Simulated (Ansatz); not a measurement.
A run of Ansatz 0.2.0 is set up as follows.

The input input.yaml:

```yaml
crystal:
  lattice:
    - [0.0, 2.8338, 2.8338]
    - [2.8338, 0.0, 2.8338]
    - [2.8338, 2.8338, 0.0]
  atoms:
    - { symbol: Se, position: [0.75, 0.75, 0.75] }
    - { symbol: Zn, position: [0.0, 0.0, 0.0] }
hamiltonian:
  xc: rpbe
  pseudopotentials: { kind: paw }
  dispersion: d4
kpoints:
  mp_grid: { grid: [8, 8, 8] }
scf:
  occupations: { method: fermi_dirac, width: 0.05 }
output:
  forces: true
  stress: true
  eigenvalues: true
relax:
  f_tol: 0.01
  max_steps: 40
  cell: { stress_tol: 0.05 }
```

Potentials or basis: Ansatz PAW.

Launch:

```sh
$ ansatz run input.yaml --threads 2 --pin off --max-ram 5632MiB --backend cpu --events-out ev --progress --plain --runs-dir out
```

(1) Estimate the space group after relaxing (to 0.05 Å).

(2) Predict the relaxed volume.

(3) Estimate the relaxed cell.

(4) What does it give for the band gap on the k mesh?

Results:

(1) F-43m (No. 216).

(2) 22.47 Å³/atom.

(3) a = 3.991 Å, b = 3.991 Å, c = 3.991 Å, α = 60.00°, β = 60.00°, γ = 60.00°.

(4) 1.51 eV, direct.

Caveat: the plane-wave basis is chosen anew once the cell has moved, so the energies of steps on either side of that aren't comparable; the PAW data sets come from PBE, with cores solved anew for the run's functional, which leaves a small shift of forces and pressure.
